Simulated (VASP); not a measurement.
Write the native input for VASP 6.6.1 that does the following.

| Quantity | Value |
| --- | --- |
| Task | relaxation of cell and atoms |
| Functional | PBE |
| Potentials or basis | VASP PAW PBE potentials, release 64 (Ca_sv) |
| Cutoff | 600 eV |
| k mesh | 12 × 12 × 12 |
| Occupations | methfessel-paxton, width 0.1 eV |
| Spin | no spin polarisation |
| Further INCAR settings | ALGO = Normal; EDIFF = 1e-07; IBRION = 2; EDIFFG = -0.005; NSW = 90; ISIF = 3 |

The structure of Ca lies in POSCAR:

```
Ca                                      
1.0
   -0.0000000000      2.7640888109      2.7640888109
    2.7640888109      0.0000000000      2.7640888109
    2.7640888109      2.7640888109     -0.0000000000
  Ca            
     1
Direct
     0.0000000000000000    0.0000000000000000    0.0000000000000000
```

These files were run (other wordings do the same):

INCAR

```
ALGO = Normal
EDIFF = 1E-7
EDIFFG = -0.005
ENCUT = 600
GGA = PE
IBRION = 2
ISIF = 3
ISMEAR = 1
LASPH = True
LCHARG = False
LREAL = False
LWAVE = False
NELM = 80
NSW = 90
PREC = Accurate
SIGMA = 0.1
```

KPOINTS

```
k-points
0
Gamma
  12 12 12
```

Potentials or basis: VASP PAW PBE potentials, release 64 (Ca_sv).

Launch:

```sh
$ cat potpaw_PBE.64/Ca_sv/POTCAR > POTCAR
$ mpirun -np 1 vasp_std > vasp.out
```

It gave:

```
Relaxed volume                         : 42.28 Å³/atom
Relaxed cell                           : a = 3.910 Å, b = 3.910 Å, c = 3.910 Å, α = 60.00°, β = 60.00°, γ = 60.00°
Space group after relaxing (to 0.05 Å) : Fm-3m (No. 225)
Energy gained by relaxing              : 0.0 meV/atom
Ionic steps                            : 2
Pressure after relaxing                : 0.0 GPa
Band gap on the k mesh                 : none (metal or under the smearing width)
```

Run time: 18 s on 1 thread of Intel(R) Xeon(R) 6975P-C (Granite Rapids), on a shared host, peak memory 0.2 GiB.
